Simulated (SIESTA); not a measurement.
## ZnS (Wurtzite-6H) under changes of volume

One of the cells (19.600 Å³/atom); the others are scaled copies at fixed shape and fractional positions:

```
Zn S
1.0
     3.81200    0.00000    0.00000
    -1.90600    3.30129    0.00000
     0.00000    0.00000   18.68999
Zn S
6 6
Direct
  0.33333 0.66667 0.83333
  0.66667 0.33333 0.33333
  0.66667 0.33333 0.66667
  0.33333 0.66667 0.16667
  0.00000 0.00000 0.50000
  0.00000 0.00000 0.00000
  0.33333 0.66667 0.95833
  0.66667 0.33333 0.45833
  0.66667 0.33333 0.79167
  0.33333 0.66667 0.29167
  0.00000 0.00000 0.62500
  0.00000 0.00000 0.12500
```

| Item | Value |
| --- | --- |
| Program | SIESTA 5.4.2 |
| Functional | LDA |
| Potentials or basis | PseudoDojo 0.4 standard (LDA files) |
| Basis | DZP (energy shift 0.003 Ry; two zetas on semicore shells) |
| Grid cutoff | 800 Ry |
| Energy shift | 0.003 Ry |
| k mesh | 6 × 6 × 2 |
| Occupations | fermi-dirac, width 0.05 eV |
| Spin | no spin polarisation |

| volume (Å³/atom) | energy over the lowest point (meV/atom) | pressure (GPa) | gap on the mesh (eV) | largest force (eV/Å) |
| --- | --- | --- | --- | --- |
| 18.424 | 2.07 | 1.8 | 2.69 | 0.027 |
| 18.816 | 0.00 | -0.1 | 2.56 | 0.028 |
| 19.208 | 2.28 | -1.7 | 2.44 | 0.028 |
| 19.600 | ? | ? | ? | ? |
| 19.992 | 18.11 | -4.6 | 2.21 | 0.026 |
| 20.384 | 30.93 | -5.8 | 2.10 | 0.027 |
| 20.776 | 46.54 | -6.9 | 1.99 | 0.025 |

Question: What does the run at 19.600 Å³/atom give?

Answer: Energy over the lowest point 8.44 meV/atom; pressure -3.3 GPa; gap on the mesh 2.32 eV; largest force 0.027 eV/Å.

Worked out: A Birch-Murnaghan fit of order 3 (a polynomial in V^(-2/3)) to the other rows has its minimum at 18.80 Å³/atom with B0 = V·E''(V) = 85 GPa and B' = 4.2 at fixed shape and positions, which overstates the stiffness. It gives 8.45 meV/atom at 19.600 Å³/atom, against the run's 8.44, and -dE/dV = -3.3 GPa, against -3.3. A straight line through the other rows of the gap, of slope -5.8 eV per unit of ln V (its deformation potential), gives 2.33 eV, against the run's 2.32.

Energies are extrapolated to zero smearing.

Caveats: short orbitals over semicore shells can move pressures by several GPa; the valence orbitals were made in a potential fitted to the semicore shell under them, which widens gaps by tenths of an eV or more; the cell's inner coordinates are idealised or old, which leaves forces on the atoms; the basis of atomic orbitals isn't converged, which shifts pressures, moduli and gaps.

A mesh can miss the band edges.
